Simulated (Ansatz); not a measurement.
input.yaml (Ansatz 0.2.0):

```yaml
crystal:
  lattice:
    - [5.6420868459, 0.0, 0.0]
    - [0.0, 5.6420868459, 0.0]
    - [0.0, 0.0, 5.6420868459]
  atoms:
    - { symbol: Cs, position: [0.0, 0.0, 0.0] }
    - { symbol: Pb, position: [0.5, 0.5, 0.5] }
    - { symbol: Cl, position: [0.0, 0.5, 0.5] }
    - { symbol: Cl, position: [0.5, 0.5, 0.0] }
    - { symbol: Cl, position: [0.5, 0.0, 0.5] }
basis:
  ecutwfc: 420
  ecutrho_ratio: 4
kpoints:
  mp_grid: { grid: [6, 6, 6] }
hamiltonian:
  xc: pbe
scf:
  occupations: { method: gaussian, width: 0.05 }
output:
  forces: true
  stress: true
  eigenvalues: true
```

Launched as:
```sh
ansatz run input.yaml --threads 4 --pin off --max-ram 7168MiB --backend cpu --events-out ev --progress --plain --runs-dir out
```

The start was a prototype's sites filled with these elements; the Crystallography Open Database holds the compound in this structure. The ideal cubic cell shuts out tilts of the octahedra, which such structures often take.

Q: Before reading the output: what should come out?

A: Pressure 1.2 GPa, gap on the mesh 2.02 eV (PBE, scalar-relativistic).

Q: About how long does the run take on 4 threads of Arm Neoverse V2, on a shared host, and how much memory does it need?

A: About 1.7 s, with a peak of 0.51 GiB.

What the program printed, in part:

```
Pseudopotentials: kind: paw
Pseudopotential: Cs, paw, valence charge 9, recommended cutoff 420 eV (normal), Cs.paw.azcp
Pseudopotential: Pb, paw, valence charge 14, recommended cutoff 420 eV (normal), Pb.paw.azcp
Pseudopotential: Cl, paw, valence charge 7, recommended cutoff 420 eV (normal), Cl.paw.azcp
Crystal: 5 atoms, lattice volume = 179.605 Å³
Basis set: ecut = 420 eV, 3431 PW (Γ), exchange–correlation on 80×80×80 points (8 copies of the dense FFT grid, shifted against one another)
Bands: 27, of which v1, the nominal top of the filled ones, is band 22 counted from 1 (21 counted from 0)
Symmetry: 48 space group operations
Space group: Pm-3m (ITA 221), of the structure as read, at distance tolerance 5.6e-5 Å
k-points: 20 of 216
Initial density: superposition of atomic densities (neutral atoms: chi_scale 0, normalization atom), corrected by the library's trained network
Initial wavefunctions: pseudopotential atomic-orbital guess
Functional: x = pbe(κ = 0.804, μ = 0.21951), c = pbe(β = 0.06672)
```

SCF trace (energy estimate counted from the last row):
```tsv
iteration	ΔE (eV)	density residual (eV)
1	-7.0e-04	2.82e-4
2	6.8e-05	4.63e-5
3	2.9e-05	7.42e-6
4	2.0e-06	6.44e-7
5	0.000	6.25e-8
6	0.000	1.33e-9
```

```
SCF 1 converged in 6 iterations: F = -20823.308678 eV  dr2 = 1.33e-9
SCF converged after 6 iterations
Free energy (F): -20823.308678 eV
E sigma→0 (E₀):  -20823.308678 eV
Fermi energy:    4.829606 eV
--- Forces (eV/Å), atoms counted from 1 ---
  atom   1  Cs     0.00000000     0.00000000     0.00000000
  atom   2  Pb     0.00000000     0.00000000     0.00000000
  atom   3  Cl     0.00000000     0.00000000     0.00000000
  atom   4  Cl     0.00000000     0.00000000     0.00000000
  atom   5  Cl     0.00000000     0.00000000     0.00000000
--- Stress (GPa, compression-positive) ---
        1.207873       0.000000       0.000000
        0.000000       1.207873       0.000000
        0.000000       0.000000       1.207873
  P = ⅓ Tr σ = 1.2079 GPa (12.079 kbar)
--- Band table (eV; the first three rows and the last of 20) ---
  k-point 0: bands = ["-17.4420", "-12.9075", "-12.9075", "-12.6892", "-12.6892", "-12.6892", "-11.1682", "-10.3536", "-10.3536", "-4.2419", "-4.2419", "-4.2419", "-2.7399", "-0.6670", "-0.6670", "-0.6670", "1.3271", "1.3271", "1.3271", "1.4249", "1.4249", "1.4249", "7.2585", "8.2358", "8.2358", "9.1363", "9.1363"]
  k-point 1: bands = ["-17.4415", "-12.9074", "-12.8845", "-12.6896", "-12.6896", "-12.6893", "-11.1364", "-10.4258", "-10.3531", "-4.2389", "-4.2372", "-4.2372", "-3.0668", "-0.6489", "-0.6489", "-0.1097", "1.2993", "1.3033", "1.3033", "1.3991", "1.3991", "1.4319", "7.5080", "8.4129", "8.4233", "9.1901", "9.1901"]
  k-point 2: bands = ["-17.4405", "-12.9073", "-12.8371", "-12.6903", "-12.6903", "-12.6892", "-11.0375", "-10.6069", "-10.3522", "-4.2328", "-4.2276", "-4.2276", "-3.4918", "-0.6115", "-0.6115", "0.6351", "1.2452", "1.2545", "1.2545", "1.3482", "1.3482", "1.7366", "7.5904", "8.3136", "8.8557", "8.9637", "9.1994"]
  k-point 19: bands = ["-17.4370", "-12.7503", "-12.7503", "-12.6920", "-12.6920", "-12.6920", "-10.7621", "-10.7621", "-10.7621", "-5.0426", "-4.2916", "-4.2916", "-4.2916", "0.7696", "0.7696", "0.7696", "1.1908", "1.1908", "1.7384", "1.7384", "1.7384", "3.8219", "5.8387", "5.8387", "5.8387", "9.0164", "9.4716"]
```

Absolute energies hang on the potentials; compare differences alone.

Semilocal functionals underestimate band gaps, commonly by a third or more. No spin–orbit coupling, a notable omission for heavy elements.
